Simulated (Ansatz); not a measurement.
Given:

AlSb (zinc blende), conventional cell a = b = c = 6.1570 Å, α = β = γ = 90.00°. The calculation uses the primitive cell of 2 atoms, to which meshes and values per cell refer.

Equation-of-state scan: isotropic scaling of the cell above, V₀ being its volume. Symmetry pins the atoms to their sites.

The numbers are results of PBEsol (plane waves to 420 eV, PAW, scalar-relativistic; Ansatz, a program for electronic structure), not measurements. k mesh 13×13×13 (Γ-centred), Fermi-Dirac smearing 0.05 eV. Energies are smeared free energies. Stress and pressure are positive under compression. AlSb was relaxed with its symmetry unable to fall. Spin-orbit coupling is left out, though Sb is heavy. ΔE is measured from the relaxed starting cell.

The scan covers V/V₀ from 0.900 to 1.100 in 11 points.

Task: What is ΔE at V/V₀ = 1.100?

Result: 41.0 meV/atom.

Task: What pressure does the cell carry at V/V₀ = 0.900?

Result: 7.14 GPa.

Task: What is ΔE at V/V₀ = 0.900?

Result: 59.3 meV/atom.

(A scan under strain: stresses follow from slopes of the energy per volume, elastic moduli from its curvatures.)
